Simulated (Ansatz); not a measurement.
**CdTe4: one candidate of a structure search**

Aim: relax a trial structure of CdTe4 and see where it ends.

Computed with Ansatz 0.2.0 (DFT PBE, scalar-relativistic, plane waves, PAW, unless a step's input says otherwise).

## (1) Starting point

The structure is cubic, space group P-43m (No. 215). Conventional cell: a = 5.616 Å, b = 5.616 Å, c = 5.616 Å, α = 90.00°, β = 90.00°, γ = 90.00°. Around Cd (site symmetry -43m) lie 4 Te at 2.43 Å. Te (site symmetry 3m) has 1 Cd at 2.43 Å as nearest neighbours.

As a file:

```cif
data_structure
_symmetry_space_group_name_H-M 'P-43m'
_symmetry_Int_Tables_number 215
_cell_length_a 5.6160
_cell_length_b 5.6160
_cell_length_c 5.6160
_cell_angle_alpha 90.000
_cell_angle_beta 90.000
_cell_angle_gamma 90.000
_cell_volume 177.13
loop_
_atom_site_label
_atom_site_type_symbol
_atom_site_symmetry_multiplicity
_atom_site_Wyckoff_symbol
_atom_site_fract_x
_atom_site_fract_y
_atom_site_fract_z
_atom_site_occupancy
Cd1 Cd 1 a 0.00000 0.00000 0.00000 1
Te1 Te 4 e 0.25000 0.25000 0.25000 1
```

A structure generator made this guess: species swapped into a database cell of SnI4 (P-43m, No. 215), with Cd on the Sn sites and Te on the I sites. Its size is a rough estimate.

## (2) Probe: one point on a coarse mesh

The input, input.yaml:

```yaml
crystal:
  lattice:
    - [5.61600352, 0.0, 0.0]
    - [0.0, 5.61600352, 0.0]
    - [0.0, 0.0, 5.61600352]
  atoms:
    - { symbol: Cd, position: [0.0, 0.0, 0.0] }
    - { symbol: Te, position: [0.25, 0.25, 0.25] }
    - { symbol: Te, position: [0.75, 0.75, 0.25] }
    - { symbol: Te, position: [0.25, 0.75, 0.75] }
    - { symbol: Te, position: [0.75, 0.25, 0.75] }
basis:
  ecutwfc: 420
kpoints:
  mp_grid: { grid: [4, 4, 4] }
hamiltonian:
  xc: pbe
scf:
  occupations: { method: gaussian, width: 0.1 }
  lower_state_search: "off"
output:
  forces: true
  stress: true
  eigenvalues: true
```

On the command line:

```console
ansatz run input.yaml --threads 1 --pin off --max-ram 2048MiB --backend cpu --events-out ev --progress --plain --runs-dir out
```

The program printed (excerpt; [...] marks lines left out):

```text
Warning: RAYON_NUM_THREADS=1 ignored (pool sized by the plan → 1); use --threads N
[...]
Pseudopotentials: kind: paw
Pseudopotential: Cd, paw, valence charge 20, recommended cutoff 420 eV (normal), Cd.paw.azcp
Pseudopotential: Te, paw, valence charge 16, recommended cutoff 420 eV (normal), Te.paw.azcp
Functional definition: PBE
[...]
Crystal: 5 atoms, lattice volume = 177.126 Å³
Basis set: ecut = 420 eV, 3431 PW (Γ), exchange–correlation on 80×80×80 points (8 copies of the dense FFT grid, shifted against one another)
Bands: 51, of which v1, the nominal top of the filled ones, is band 42 counted from 1 (41 counted from 0)
Symmetry: 24 space group operations
Space group: P-43m (ITA 215), of the structure as read, at distance tolerance 5.6e-5 Å
k-points: 10 of 64 (time reversal used)
[...]
SCF iter   1: F=—  HF=-36169.660791 eV  |F-HF|=—  |Δ(HF+E_count)|=         —  Δρ=1.27e-3  dr2=1.09e-2  ethr=1.77e-3  ⟨swp⟩=8.8  Hψ=2180  notcnv=0  defer=14
[...]
SCF iter   7: F=-36169.662939 eV  HF=-36169.662939 eV  |F-HF|=1.96e-8  |Δ(HF+E_count)|=   8.84e-8  Δρ=3.35e-6  dr2=3.05e-8  ethr=1.19e-10  ⟨swp⟩=12.0  Hψ=2357  notcnv=0
[...]
SCF converged after 7 iterations
Free energy (F): -36169.662939 eV
[...]
E sigma→0 (E₀):  -36169.655275 eV
Entropy (-TS):   -0.015328 eV (-3.066 meV/atom)
Fermi energy:    7.113322 eV
[...]
--- Forces (eV/Å), atoms counted from 1 ---
  atom   1  Cd    -0.00000000    -0.00000000    -0.00000000
  atom   2  Te     2.27164986     2.27164986     2.27164986
  atom   3  Te    -2.27164986    -2.27164986     2.27164986
  atom   4  Te     2.27164986    -2.27164986    -2.27164986
  atom   5  Te    -2.27164986     2.27164986    -2.27164986
[...]
--- Stress (GPa, compression-positive) ---
        7.149350       0.000000       0.000000
       -0.000000       7.149350       0.000000
       -0.000000       0.000000       7.149350
  P = ⅓ Tr σ = 7.1494 GPa (71.494 kbar)
--- Band table (eV; the first three rows and the last of 10) ---
[...]
```

It took 5.2 s on 1 thread of Intel Xeon Platinum 8488C (Sapphire Rapids), shared host; peak memory 0.44 GiB.

Read-out: pressure 7.1 GPa, largest force 3.93 eV/Å, gap on this mesh none (metal). A cheap, loose relaxation comes first.

## (3) A loose first relaxation

input.yaml: that of step 2 with these lines changed.

```diff
@@ -24 +24,6 @@
   eigenvalues: true
+relax:
+  adjacent_minimum: "off"
+  f_tol: 0.04
+  max_steps: 70
+  cell: { stress_tol: 0.4 }
```

On the command line:

```console
ansatz run input.yaml --threads 1 --pin off --max-ram 2048MiB --backend cpu --events-out ev --progress --plain --runs-dir out
```

The program printed:

```text
Warning: RAYON_NUM_THREADS=1 ignored (pool sized by the plan → 1); use --threads N
Engine: ansatz 0.2.0, x86_64-unknown-linux-gnu
[... 4 set-up lines as earlier in the session ...]
  parameter kappa = 0.804
  parameter beta = 0.06672455060314922
  exchange = pbe_x(kappa = kappa, mu = beta*pi^2/3)
  correlation = pbe_c(beta = beta)
Crystal: 5 atoms, lattice volume = 177.126 Å³
Basis set: ecut = 420 eV, 3431 PW (Γ), exchange–correlation on 80×80×80 points (8 copies of the dense FFT grid, shifted against one another)
Bands: 51, of which v1, the nominal top of the filled ones, is band 42 counted from 1 (41 counted from 0)
[... 2 set-up lines as earlier in the session ...]
k-points: 10 of 64 (time reversal used)
Non-local potential: Cd, projectors of the file, l = 0: 3, l = 1: 2, l = 2: 2, l = 3: 1
Non-local potential: Te, projectors of the file, l = 0: 2, l = 1: 2, l = 2: 2, l = 3: 2
PAW form: soft (Blöchl's): semilocal exchange-correlation on the pseudo side does not see the compensation charge
PAW one-centre angular grid: Cd, 590 points (default); XC on 64 Gauss nodes
PAW one-centre angular grid: Te, 590 points (default); XC on 64 Gauss nodes
Initial density: superposition of atomic densities (neutral atoms: chi_scale 0, normalization atom), corrected by the library's trained network
Initial wavefunctions: pseudopotential atomic-orbital guess
Functional: x = pbe(κ = 0.804, μ = 0.2195149727645171), c = pbe(β = 0.06672455060314922)
SCF iter   1: F=—  HF=-36169.660791 eV  |F-HF|=—  |Δ(HF+E_count)|=         —  Δρ=1.27e-3  dr2=1.09e-2  ethr=1.77e-3  ⟨swp⟩=8.8  Hψ=2180  notcnv=0  defer=14
preconditioner: auto → LDOS  [metal: Δε(μ)=0.087 eV  Ē_g=10.184 eV  σ=0.100 eV  W_gap=0.45  n_scr=32 (ndim 8)  ℏωp=16.7 eV  f_vac=0.024  D(μ)=3.06/eV (n_scr^D=18)  β→1.0]
SCF iter   2: F=—  HF=-36169.666106 eV  |F-HF|=—  |Δ(HF+E_count)|=   5.32e-3  Δρ=1.48e-3  dr2=1.20e-2  ethr=1.29e-5  ⟨swp⟩=2.7  Hψ=1003  notcnv=0  defer=18
SCF iter   3: F=—  HF=-36169.663052 eV  |F-HF|=—  |Δ(HF+E_count)|=   3.05e-3  Δρ=3.35e-4  dr2=1.42e-4  ethr=1.29e-5  ⟨swp⟩=2.0  Hψ=867  notcnv=0  defer=18
SCF iter   4: F=—  HF=-36169.663014 eV  |F-HF|=—  |Δ(HF+E_count)|=   3.81e-5  Δρ=1.44e-4  dr2=3.48e-5  ethr=1.69e-7  ⟨swp⟩=2.0  Hψ=863  notcnv=0  defer=18
SCF iter   5: F=—  HF=-36169.662941 eV  |F-HF|=—  |Δ(HF+E_count)|=   7.33e-5  Δρ=5.83e-5  dr2=4.50e-6  ethr=4.14e-8  ⟨swp⟩=2.0  Hψ=861  notcnv=0  defer=18
SCF iter   6: F=—  HF=-36169.662939 eV  |F-HF|=—  |Δ(HF+E_count)|=   1.45e-6  Δρ=1.55e-5  dr2=3.03e-7  ethr=5.36e-9  ⟨swp⟩=2.0  Hψ=878  notcnv=0  defer=18
SCF iter   7: F=-36169.662939 eV  HF=-36169.662939 eV  |F-HF|=1.98e-8  |Δ(HF+E_count)|=   8.92e-8  Δρ=3.36e-6  dr2=3.07e-8  ethr=1.19e-10  ⟨swp⟩=12.1  Hψ=2359  notcnv=0
SCF 1 converged in 7 iterations: F = -36169.662939 eV  dr2 = 3.07e-8
relax step   1: F+E_penalty+E_count = -36169.66293911 eV  Δ(F+E_penalty+E_count) = +0.000e0 eV  max|allowed force component| = 2.272e0 eV/Å  Δτ_max = 0.0000 Å  P = +7.149 GPa  Ω = 177.126 Å³  (7 SCF iters, dr2 threshold 1.00e-7 eV, accepted)
Crystal: 5 atoms, lattice volume = 180.481 Å³
Basis set: ecut = 420 eV, 3575 PW (Γ), exchange–correlation on 80×80×80 points (8 copies of the dense FFT grid, shifted against one another)
Initial density: handed on by an earlier stage of this run
Initial wavefunctions: those handed on with the density
iter 1 solved again at ethr=1.49e-4 eV; its pass at ethr=3.10e-3 eV (dr2=1.25e-1 eV) is discarded
SCF iter   1: F=—  HF=-36171.631514 eV  |F-HF|=—  |Δ(HF+E_count)|=         —  Δρ=9.09e-3  dr2=1.29e-1  ethr=1.49e-4  ⟨swp⟩=2.1  Hψ=2674  notcnv=0
preconditioner: auto → LDOS  [metal: Δε(μ)=0.131 eV  Ē_g=9.684 eV  σ=0.100 eV  W_gap=0.48  n_scr=32 (ndim 8)  ℏωp=16.6 eV  f_vac=0.018  D(μ)=3.19/eV (n_scr^D=18)  β→1.0]
SCF iter   2: F=—  HF=-36171.655519 eV  |F-HF|=—  |Δ(HF+E_count)|=   2.40e-2  Δρ=9.11e-3  dr2=1.70e-1  ethr=1.49e-4  ⟨swp⟩=3.0  Hψ=1104  notcnv=0
SCF iter   3: F=—  HF=-36171.605302 eV  |F-HF|=—  |Δ(HF+E_count)|=   5.02e-2  Δρ=1.15e-3  dr2=1.59e-3  ethr=1.49e-4  ⟨swp⟩=2.9  Hψ=1069  notcnv=0  defer=14
SCF iter   4: F=—  HF=-36171.605589 eV  |F-HF|=—  |Δ(HF+E_count)|=   2.87e-4  Δρ=3.92e-4  dr2=2.70e-4  ethr=1.89e-6  ⟨swp⟩=2.0  Hψ=941  notcnv=0  defer=14
SCF iter   5: F=—  HF=-36171.605475 eV  |F-HF|=—  |Δ(HF+E_count)|=   1.14e-4  Δρ=8.49e-5  dr2=7.51e-6  ethr=3.21e-7  ⟨swp⟩=2.0  Hψ=902  notcnv=0  defer=14
SCF iter   6: F=-36171.605486 eV  HF=-36171.605486 eV  |F-HF|=5.73e-7  |Δ(HF+E_count)|=   1.08e-5  Δρ=1.83e-5  dr2=3.70e-7  ethr=5.95e-10  ⟨swp⟩=8.7  Hψ=2638  notcnv=0
SCF 2 converged in 6 iterations: F = -36171.605486 eV  dr2 = 3.70e-7
relax step   2: F+E_penalty+E_count = -36171.60548636 eV  Δ(F+E_penalty+E_count) = -1.943e0 eV  max|allowed force component| = 7.409e-1 eV/Å  Δτ_max = 0.1948 Å  P = -0.439 GPa  Ω = 180.481 Å³  energy of the carried Pulay correction = -5.647e-4 eV  (6 SCF iters, dr2 threshold 5.00e-7 eV, accepted)
Crystal: 5 atoms, lattice volume = 156.116 Å³
Basis set: ecut = 420 eV, 2969 PW (Γ), exchange–correlation on 80×80×80 points (8 copies of the dense FFT grid, shifted against one another)
iter 1 solved again at ethr=1.42e-4 eV; its pass at ethr=3.10e-3 eV (dr2=1.19e-1 eV) is discarded
SCF iter   1: F=—  HF=-36172.238905 eV  |F-HF|=—  |Δ(HF+E_count)|=         —  Δρ=7.78e-3  dr2=1.16e-1  ethr=1.42e-4  ⟨swp⟩=1.9  Hψ=2897  notcnv=0
preconditioner: auto → Kerker (q_TF=auto, 2.461 Å⁻¹)  [metal: Δε(μ)=0.076 eV  Ē_g=9.972 eV  σ=0.100 eV  W_gap=0.41  n_scr=32 (ndim 8)  ℏωp=17.8 eV  f_vac=0.000  D(μ)=5.60/eV (n_scr^D=32)]
SCF iter   2: F=—  HF=-36172.216830 eV  |F-HF|=—  |Δ(HF+E_count)|=   2.21e-2  Δρ=3.88e-3  dr2=2.90e-2  ethr=1.39e-4  ⟨swp⟩=2.9  Hψ=904  notcnv=0
SCF iter   3: F=—  HF=-36172.212298 eV  |F-HF|=—  |Δ(HF+E_count)|=   4.53e-3  Δρ=8.91e-4  dr2=1.41e-3  ethr=3.45e-5  ⟨swp⟩=2.1  Hψ=885  notcnv=0
SCF iter   4: F=—  HF=-36172.212373 eV  |F-HF|=—  |Δ(HF+E_count)|=   7.54e-5  Δρ=2.86e-4  dr2=1.75e-4  ethr=1.68e-6  ⟨swp⟩=2.2  Hψ=719  notcnv=0
SCF iter   5: F=—  HF=-36172.212386 eV  |F-HF|=—  |Δ(HF+E_count)|=   1.25e-5  Δρ=1.21e-4  dr2=2.68e-5  ethr=2.08e-7  ⟨swp⟩=2.1  Hψ=651  notcnv=0
SCF iter   6: F=—  HF=-36172.212393 eV  |F-HF|=—  |Δ(HF+E_count)|=   7.40e-6  Δρ=3.99e-5  dr2=3.58e-6  ethr=3.19e-8  ⟨swp⟩=2.0  Hψ=902  notcnv=0
SCF iter   7: F=-36172.212395 eV  HF=-36172.212395 eV  |F-HF|=1.12e-7  |Δ(HF+E_count)|=   1.80e-6  Δρ=1.15e-5  dr2=2.67e-7  ethr=5.95e-10  ⟨swp⟩=8.4  Hψ=2179  notcnv=0
SCF 3 converged in 7 iterations: F = -36172.212395 eV  dr2 = 2.67e-7
relax step   3: F+E_penalty+E_count = -36172.21239529 eV  Δ(F+E_penalty+E_count) = -6.069e-1 eV  max|allowed force component| = 1.974e-1 eV/Å  Δτ_max = 0.1919 Å  P = +2.766 GPa  Ω = 156.116 Å³  energy of the carried Pulay correction = +3.795e-3 eV  (7 SCF iters, dr2 threshold 5.00e-7 eV, accepted)
[... 11 lines left out ...]
relax step   4: F+E_penalty+E_count = -36172.28398636 eV  Δ(F+E_penalty+E_count) = -7.159e-2 eV  max|allowed force component| = 2.255e-1 eV/Å  Δτ_max = 0.0025 Å  P = +0.839 GPa  Ω = 163.074 Å³  energy of the carried Pulay correction = +2.486e-3 eV  (6 SCF iters, dr2 threshold 5.00e-7 eV, accepted)
[... 11 lines left out ...]
relax step   5: F+E_penalty+E_count = -36172.35403252 eV  Δ(F+E_penalty+E_count) = -7.005e-2 eV  max|allowed force component| = 1.511e-1 eV/Å  Δτ_max = 0.0459 Å  P = +0.276 GPa  Ω = 166.724 Å³  energy of the carried Pulay correction = +1.821e-3 eV  (6 SCF iters, dr2 threshold 5.00e-7 eV, accepted)
[... 11 lines left out ...]
relax step   6: F+E_penalty+E_count = -36172.36172565 eV  Δ(F+E_penalty+E_count) = -7.693e-3 eV  max|allowed force component| = 1.899e-1 eV/Å  Δτ_max = 0.0817 Å  P = +0.312 GPa  Ω = 170.564 Å³  energy of the carried Pulay correction = +1.136e-3 eV  (6 SCF iters, dr2 threshold 5.00e-7 eV, accepted)
[... 11 lines left out ...]
relax step   7: F+E_penalty+E_count = -36172.38225247 eV  Δ(F+E_penalty+E_count) = -2.053e-2 eV  max|allowed force component| = 3.557e-2 eV/Å  Δτ_max = 0.0425 Å  P = -0.054 GPa  Ω = 169.745 Å³  energy of the carried Pulay correction = +1.281e-3 eV  (6 SCF iters, dr2 threshold 5.00e-7 eV, accepted)
Initial wavefunctions: pseudopotential atomic-orbital guess (no wavefunctions were taken with the density)
iter 1 solved again at ethr=2.88e-7 eV; its pass at ethr=3.10e-3 eV (dr2=2.42e-4 eV) is discarded
SCF iter   1: F=—  HF=-36172.380914 eV  |F-HF|=—  |Δ(HF+E_count)|=         —  Δρ=5.82e-5  dr2=9.65e-7  ethr=2.88e-7  ⟨swp⟩=3.7  Hψ=3340  notcnv=0
preconditioner: auto → Resta (q_TF=auto, 2.426 Å⁻¹)  ε∞=4.2  [insulator: Δε(μ)=0.140 eV  Ē_g=9.593 eV  σ=0.100 eV  W_gap=0.54  n_scr=32 (ndim 8)  ℏωp=17.1 eV  f_vac=0.006  D(μ)=6.97/eV (n_scr^D=56)  ε∞_Penn≈4.2]
SCF iter   2: F=—  HF=-36172.380919 eV  |F-HF|=—  |Δ(HF+E_count)|=   5.11e-6  Δρ=2.78e-5  dr2=2.56e-7  ethr=1.15e-9  ⟨swp⟩=3.0  Hψ=961  notcnv=0
SCF iter   3: F=—  HF=-36172.380919 eV  |F-HF|=—  |Δ(HF+E_count)|=   3.39e-7  Δρ=6.85e-6  dr2=1.99e-8  ethr=3.04e-10  ⟨swp⟩=3.0  Hψ=1024  notcnv=0
iter 4 did not close the SCF: its close was put off for the readings that it lacked (scf_convergence_deferred on its scf_iter line)
SCF iter   4: F=-36172.380919 eV  HF=-36172.380919 eV  |F-HF|=1.10e-9  |Δ(HF+E_count)|=   1.97e-8  Δρ=1.16e-6  dr2=1.75e-9  ethr=2.37e-11  ⟨swp⟩=2.0  Hψ=918  notcnv=0
iter 5 did not close the SCF: its close was put off for the readings that it lacked (scf_convergence_deferred on its scf_iter line)
SCF iter   5: F=-36172.380919 eV  HF=-36172.380919 eV  |F-HF|=1.96e-10  |Δ(HF+E_count)|=   1.10e-9  Δρ=3.36e-7  dr2=3.30e-10  ethr=2.08e-12  ⟨swp⟩=2.0  Hψ=648  notcnv=0
SCF iter   6: F=-36172.380919 eV  HF=-36172.380919 eV  |F-HF|=1.46e-11  |Δ(HF+E_count)|=  2.40e-10  Δρ=9.12e-8  dr2=1.36e-11  ethr=1.00e-12  ⟨swp⟩=4.5  Hψ=1537  notcnv=0
SCF 8 converged in 6 iterations: F = -36172.380919 eV  dr2 = 1.36e-11
relax step   8: F+E_penalty+E_count = -36172.38091903 eV  Δ(F+E_penalty+E_count) = +1.333e-3 eV  max|allowed force component| = 3.562e-2 eV/Å  Δτ_max = 0.0000 Å  P = -0.054 GPa  Ω = 169.745 Å³  stress off target by 5.41e-2 GPa  SCF on the basis re-selected at this cell (its energy is not comparable with the rows above)  (6 SCF iters)
basis re-selected at this cell: Δ(F+E_penalty+E_count) = +1.333e-3 eV, ΔP = +0.000 GPa vs the last step (what re-selecting the basis moved, of the pressure what is left beyond the Pulay correction that the steps carried, after the strain that the cell walked since its last selection, with what the two solves' SCF thresholds leave and, on support functions, any second-order correction that the steps lacked; it is no measure of the basis error at this ecutwfc). This SCF's stress stands 5.41e-2 GPa from its target on what of the cell is left free (relax.cell.stress_tol is 4.00e-1 GPa) and its largest allowed force component is 3.56e-2 eV/Å (relax.f_tol is 4.00e-2 eV/Å): within both
SCF converged after 6 iterations
Free energy (F): -36172.380919 eV
Harris-Foulkes:  -36172.380919 eV  (|F-HF|=1.46e-11)
Internal energy: -36172.346058 eV  (E = F + TS)
E sigma→0 (E₀):  -36172.363489 eV
Entropy (-TS):   -0.034861 eV (-6.972 meV/atom)
Fermi energy:    8.056462 eV
--- Per-component energies (eV) ---
  E_band       = -1591.121115
  E_kinetic    = 1222.822432
  E_local      = -9056.479000  (includes V_loc(G=0)·N_el)
  E_nonlocal   = -1209.428492
  E_hartree    = 5071.630218
  E_xc         = -670.824192
  E_vxc        = -633.897040  (∫ρ·V_xc dr)
  E_paw        = -22730.776355  (= ΣΔE_a)
  E_vpaw       = -2057.398898  (= ΣTr[D̂ρ^β])
  E_aug_tail   = -0.000598  (compensation charges beyond the density's cutoff)
  E_ewald      = -8799.290072
  E_smearing   = -0.034861  (= −TS)
  E_closure    = 0.000000  (closes the sum)
  Σ components = -36172.380919   (vs F -36172.380919, Δ=0.00e0)
--- Forces (eV/Å), atoms counted from 1 ---
  atom   1  Cd     0.00000000     0.00000000     0.00000000
  atom   2  Te     0.03561897     0.03561897     0.03561897
  atom   3  Te    -0.03561897    -0.03561897     0.03561897
  atom   4  Te     0.03561897    -0.03561897    -0.03561897
  atom   5  Te    -0.03561897     0.03561897    -0.03561897
  max |Σ_I F_I| component: 2.08e-17 eV/Å
--- Stress (GPa, compression-positive) ---
       -0.054123       0.000000      -0.000000
        0.000000      -0.054123      -0.000000
       -0.000000       0.000000      -0.054123
  P = ⅓ Tr σ = -0.0541 GPa (-0.541 kbar)
--- Band table (eV; the first three rows and the last of 10) ---
  k-point 0: bands = ["-94.3705", "-55.4282", "-55.4282", "-55.4282", "-28.8323", "-28.8071", "-28.8071", "-28.8071", "-28.7930", "-28.7930", "-28.7823", "-28.7823", "-28.7823", "-28.7599", "-28.7599", "-28.7599", "-28.7218", "-28.7218", "-28.7218", "-28.7202", "-28.7202", "-28.7101", "-28.7101", "-28.7101", "-4.5615", "-2.0954", "-2.0954", "-2.0954", "-0.2803", "-0.2803", "-0.1626", "-0.1626", "-0.1626", "2.3866", "4.6550", "4.6550", "6.0920", "6.0920", "6.0920", "7.8372", "7.8372", "7.8372", "9.0993", "9.0993", "9.0993", "9.2394", "12.1768", "12.1768", "12.1768", "13.2387", "13.2387"]
  k-point 1: bands = ["-94.3705", "-55.4282", "-55.4282", "-55.4282", "-28.8318", "-28.8077", "-28.8070", "-28.8070", "-28.7930", "-28.7928", "-28.7823", "-28.7823", "-28.7822", "-28.7600", "-28.7600", "-28.7600", "-28.7228", "-28.7214", "-28.7214", "-28.7196", "-28.7193", "-28.7108", "-28.7105", "-28.7105", "-4.4181", "-2.3897", "-2.0888", "-2.0888", "-0.3190", "-0.2772", "-0.2566", "-0.1452", "-0.1452", "2.9430", "4.8133", "5.1167", "5.4187", "5.8134", "5.8134", "7.3281", "7.7916", "7.9045", "7.9045", "9.1506", "9.1506", "10.7657", "11.9770", "12.6457", "12.6457", "13.7648", "14.3658"]
  k-point 2: bands = ["-94.3705", "-55.4282", "-55.4282", "-55.4282", "-28.8314", "-28.8082", "-28.8069", "-28.8069", "-28.7930", "-28.7925", "-28.7824", "-28.7824", "-28.7821", "-28.7601", "-28.7601", "-28.7601", "-28.7234", "-28.7209", "-28.7209", "-28.7189", "-28.7187", "-28.7117", "-28.7110", "-28.7110", "-4.2291", "-2.7263", "-2.0822", "-2.0822", "-0.4018", "-0.2740", "-0.2523", "-0.1270", "-0.1270", "3.8029", "4.3869", "5.0258", "5.5547", "5.5547", "6.2856", "6.4720", "6.8304", "8.3447", "8.3447", "8.6594", "8.6594", "11.7216", "12.3461", "13.6986", "13.8117", "13.8117", "13.8603"]
  k-point 9: bands = ["-94.3705", "-55.4282", "-55.4282", "-55.4282", "-28.8302", "-28.8077", "-28.8077", "-28.8077", "-28.7927", "-28.7927", "-28.7823", "-28.7823", "-28.7823", "-28.7601", "-28.7601", "-28.7601", "-28.7215", "-28.7215", "-28.7215", "-28.7160", "-28.7160", "-28.7134", "-28.7134", "-28.7134", "-3.7273", "-2.4950", "-2.4950", "-2.4950", "-0.2466", "-0.2466", "-0.1538", "-0.1538", "-0.1538", "2.4553", "3.8047", "3.8047", "3.8047", "7.8974", "7.8974", "8.7076", "8.7076", "8.7076", "9.1192", "9.1192", "9.1192", "9.4431", "12.9994", "12.9994", "12.9994", "14.3571", "14.3571"]
--- Relaxed structure (7 steps of the walk, 7 accepted, 1 SCFs on fresh bases) ---
  F+E_penalty+E_count = -36172.38091903 eV   max|allowed force component| = 3.562e-2 eV/Å   (the final SCF, on the basis selected at the relaxed cell)
  cell:  # Å, volume = 169.7451 Å³
    - [5.5368876016922215, 6.419766481290798e-35, -3.2098810980741714e-33]
    - [-4.558034201716458e-33, 5.5368876016922215, 9.11607054600414e-33]
    - [-2.182718448502445e-33, 9.116070558569339e-33, 5.5368876016922215]
  atoms:
    - { symbol: Cd, position: [1.861058118204354e-18, -3.3514490593389713e-18, 2.208558596707249e-18] }
    - { symbol: Te, position: [0.2982540743691468, 0.2982540743691468, 0.2982540743691468] }
    - { symbol: Te, position: [0.7017459256308533, 0.7017459256308533, 0.2982540743691468] }
    - { symbol: Te, position: [0.2982540743691468, 0.7017459256308533, 0.7017459256308533] }
    - { symbol: Te, position: [0.7017459256308533, 0.2982540743691468, 0.7017459256308533] }
```

Run time: 44 s. Hardware: 1 thread of Intel Xeon Platinum 8488C (Sapphire Rapids), shared host; peak memory 0.47 GiB.

The steps of the relaxation:

```
step  E - E(step 1) (eV/cell)  largest force component (eV/Å)  pressure (GPa)  volume (Å³)
   1                   0.0000                          2.2717            7.15       177.13
   2                  -1.9425                          0.7409           -0.44       180.48
   3                  -2.5495                          0.1974            2.77       156.12
   4                  -2.6210                          0.2255            0.84       163.07
   5                  -2.6911                          0.1511            0.28       166.72
   6                  -2.6988                          0.1899            0.31       170.56
   7                  -2.7193                          0.0356           -0.05       169.75
   8                  -2.7180                          0.0356           -0.05       169.75
```

Step 1 is the start. Step 8 repeats the geometry before it on a plane-wave basis chosen anew for that cell, so its energy need not be comparable with the rows above.

|  | before | after | change |
| --- | --- | --- | --- |
| a (Å) | 5.616 | 5.537 | -1.4 % |
| b (Å) | 5.616 | 5.537 | -1.4 % |
| c (Å) | 5.616 | 5.537 | -1.4 % |
| volume (Å³/atom) | 35.43 | 33.95 | -4.2 % |
| shortest distance (Å) | 2.432 | 2.860 | +17.6 % |
| space group (0.01 Å) | P-43m | P-43m | same |

The run keeps the 24 symmetry operations of the start, so it could not have lowered the symmetry.

(Part 1 of 2 ends here.)
